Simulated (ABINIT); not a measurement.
The system is HgSe.

```xyz
2
Lattice="0.0000 3.0390 3.0390 3.0390 0.0000 3.0390 3.0390 3.0390 0.0000" Properties=species:S:1:pos:R:3 pbc="T T T"
Hg    0.0000    0.0000    0.0000
Se    4.5585    4.5585    4.5585
```

Program: ABINIT 10.8.3 (patched build). Alike in all runs: no spin polarisation; cell as given; smearing fermi-dirac 0.05 eV. Hardware: 1 thread of Arm Neoverse V1 (shared host).

Question: Order these runs on this cell by their wall time, lowest first.
A. task single point; level r2SCAN; potentials or basis JTH PAW PBE v2.0; k mesh 6 × 6 × 6; cutoff (eV) 653; fine-grid cutoff 1251.72 eV; mesh quality not flagged
B. task single point; level LDA; potentials or basis JTH PAW LDA v2.0; k mesh 3 × 3 × 3; cutoff (eV) 544; fine-grid cutoff 1088.46 eV; mesh quality coarse
C. task band structure; level AM05; potentials or basis JTH PAW PBE v2.0; k mesh 8 × 8 × 8; cutoff (eV) 544; fine-grid cutoff 1088.46 eV; mesh quality not flagged
D. task single point; level r2SCAN; potentials or basis JTH PAW PBE v2.0; k mesh 3 × 3 × 3; cutoff (eV) 653; fine-grid cutoff 1251.72 eV; mesh quality coarse

Answer: B (7.8 s), D (36 s), A (83 s), C (180 s).

Caveats: some runs use coarse meshes.

Runs at the PBE level aren't shown here.
